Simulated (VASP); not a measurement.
Here is a VASP 6.6.1 calculation.

The input INCAR:

```
PREC = Accurate
ENCUT = 520
EDIFF = 1E-6
ISMEAR = 0
SIGMA = 0.05
LREAL = F
LASPH = T
NELM = 100
ALGO = Normal
ISIF = 2
LWAVE = F
LCHARG = F
NBANDS = 11
```

File KPOINTS:

```
regular mesh
0
Gamma
  10 10 10
```

File POSCAR:

```
Si
1.0
    0.0475207250      2.7154700000      2.7154700000
    2.7629907250      0.0000000000      2.7629907250
    2.7154700000      2.7154700000      0.0475207250
Si
2
Direct
    0.5000000000      0.5000000000      0.5000000000
    0.7500000000      0.7500000000      0.7500000000
```

Potentials or basis: VASP PAW LDA potentials, release 64 (Si).

Launch:

```console
$ cat potpaw_LDA.64/Si/POTCAR > POTCAR
$ mpirun -np 1 vasp_std > vasp.out
```

**Question.** What does it give for the band gap on the k mesh?

**Answer.** 0.36 eV, indirect (least direct gap 2.22 eV).

**Question.** Predict the pressure.

**Answer.** -1.3 GPa.

**Question.** Predict the largest force.

**Answer.** 0.325 eV/Å.

Stress tensor (GPa, compression positive):
```
-1.29  0.00 -3.54
 0.00 -1.34  0.00
-3.54  0.00 -1.29
```

A k mesh can miss the band edges.
